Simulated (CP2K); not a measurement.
**Al in CP2K: convergence with eps default**

The system is Al.

```xyz
1
Lattice="2.7218 0.0000 0.0000 0.0000 2.7218 0.0000 0.0000 0.0000 2.7218" Properties=species:S:1:pos:R:3 pbc="T T T"
Al    0.0000    0.0000    0.0000
```

The cell was built by a generator and needn't be a form met in nature.

| Item | Value |
| --- | --- |
| Program | CP2K 2026.2 |
| Task | single point |
| Functional | PBEsol |
| Potentials or basis | all electrons (GAPW); pob-DZVP-rev2 basis |
| Density cutoff | 6803 eV |
| k mesh | 7 × 7 × 7 |
| Occupations | fermi-dirac, width 0.1 eV |
| Spin | no spin polarisation |

These are the settings of the first run; the series varies eps default, with any setting tied to it.

Hardware: 1 thread of Arm Neoverse V1, on a shared host.

| eps default | energy less the tightest run, at zero smearing (meV/atom) | pressure (GPa) | SCF cycles | CPU time (s) | peak memory (GiB) |
| --- | --- | --- | --- | --- | --- |
| 1.0E-6 | -32.71 | -5.45 | 14 | 3.4 | 0.19 |
| 1.0E-7 | -5.25 | -1.47 | 14 | 4.1 | 0.19 |
| 1.0E-8 | 0.23 | -1.32 | 14 | 5 | 0.19 |
| 1.0E-9 | -0.16 | -1.35 | 14 | 5.8 | 0.19 |
| 1.0E-10 | -0.09 | -1.34 | 14 | 6.8 | 0.19 |
| 1.0E-11 | 0.00 | -1.33 | 14 | 8.3 | 0.19 |
| 1.0E-12 | 0.00 | -1.33 | 14 | 9.8 | 0.19 |

Against the tightest run, the energy stays within 1 meV/atom from 1.0E-8 on; the pressure stays within 0.1 GPa from 1.0E-8 on. The tightest run that finished is the yardstick and may itself not be fully converged.

Caveat, for the tightest run too: the basis of atomic orbitals isn't converged, which shifts pressures, moduli and gaps.
